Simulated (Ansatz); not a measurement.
Base system: BaSnO₃ in the cubic perovskite structure (space group Pm-3m, No. 221; a = 4.1762 Å).

Level of theory: PBE (Ansatz, an electronic-structure program), no spin-orbit coupling, earlier PAW set.

One change was made to it. Results:

```
quantity                                 base           after
-----------------------------  --------------  --------------
band gap                              0.48 eV         2.51 eV
width of the top valence band         0.97 eV         1.01 eV
density                            6.93 g/cm³      8.08 g/cm³
electron mass                  0.13 mₑ (at Γ)  0.25 mₑ (at Γ)
smallest direct gap                   0.97 eV         2.92 eV
```

Which change produced these results?
A. pressure −2 GPa
B. pressure 0.9 GPa
C. pressure 30 GPa
D. pressure 9 GPa

C, pressure 30 GPa. For comparison, the band gap in the other runs: pressure 0.9 GPa gives 0.56 eV; pressure 9 GPa gives 1.20 eV; pressure −2 GPa gives 0.30 eV.

Load acts through the strain it causes; cell and atoms are relaxed under it. Masses are band curvatures over ±0.01 Å⁻¹ around the edge. Stability against distortions was not tested. No other phases were tried under pressure.
